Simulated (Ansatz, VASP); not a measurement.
**Two plane-wave programs on HfO2**

POSCAR

```
HfO2
1.0
    0.0000000000      2.5160796100      2.5160796100
    2.5160796100      0.0000000000      2.5160796100
    2.5160796100      2.5160796100      0.0000000000
Hf O
1 2
Direct
    0.0000000000      0.0000000000      0.0000000000
    0.7500000000      0.7500000000      0.7500000000
    0.2500000000      0.2500000000      0.2500000000
```

File INCAR.step1:

```
SYSTEM = HfO2
PREC = Accurate
ENCUT = 600
ISMEAR = 0
SIGMA = 0.1
LREAL = .False.
LASPH = .True.
NELM = 60
GGA = PE
ALGO = Normal
EDIFF = 1E-4
LWAVE = .True.
LCHARG = .False.
```

File INCAR.step2:

```
SYSTEM = HfO2
PREC = Accurate
ENCUT = 600
EDIFF = 1E-6
ISMEAR = 0
SIGMA = 0.1
LREAL = .False.
LASPH = .True.
NELM = 60
ALGO = Normal
ISIF = 3
LWAVE = .False.
LCHARG = .False.
METAGGA = R2SCAN
LMIXTAU = .True.
IBRION = 2
NSW = 90
EDIFFG = -0.04
ISTART = 1
```

KPOINTS

```
Automatic mesh
0
Gamma
  6 6 6
  0 0 0
```

Input for Ansatz:

```yaml
crystal:
  lattice:
    - [0.0, 2.51607961, 2.51607961]
    - [2.51607961, 0.0, 2.51607961]
    - [2.51607961, 2.51607961, 0.0]
  atoms:
    - { symbol: Hf, position: [0.0, 0.0, 0.0] }
    - { symbol: O, position: [0.75, 0.75, 0.75] }
    - { symbol: O, position: [0.25, 0.25, 0.25] }
basis:
  ecutwfc: 500
kpoints:
  mp_grid: { grid: [6, 6, 6] }
hamiltonian:
  xc: r2scan
scf:
  occupations: { method: gaussian, width: 0.1 }
  lower_state_search: "off"
output:
  forces: true
  stress: true
  eigenvalues: true
relax:
  adjacent_minimum: "off"
  f_tol: 0.04
  max_steps: 70
  cell: { stress_tol: 0.4 }
```

Alike in both runs: task relaxation of cell and atoms; functional r2SCAN; k mesh 6 × 6 × 6; occupations gaussian, width 0.1 eV; no spin polarisation.

|  | VASP | Ansatz |
| --- | --- | --- |
| version | VASP 6.6.1 | Ansatz 0.2.0 |
| potentials or method | VASP PAW PBE potentials, release 64 (Hf_pv, O) | scalar-relativistic, plane waves, PAW |
| plane-wave cutoff (eV) | 600 | 500 |
| valence electrons in the cell | 22 | 38 |

```csv
,VASP,Ansatz,Ansatz less VASP
"gap on the k mesh at the Fermi level, each at its own relaxed structure (eV)",4.36,4.30,-0.061
relaxed volume (Å³/atom),10.62,10.79,+0.168
relaxed cell length with the largest relative difference (Å),3.558,3.577,+0.0187
energy change over the relaxation (meV/atom),0,-2,-2.3
```

The two sets of potentials don't hold the same shells in valence.

Caveats: the relaxation stopped at its first step, so nothing moved; the PAW data sets were made with another functional, which shifts forces and pressure a little (VASP); spin-orbit coupling is left out, which moves the levels of the heavy elements. A k mesh can miss the band edges. r2SCAN opens gaps a little over a GGA but as a rule still falls short of measured ones.
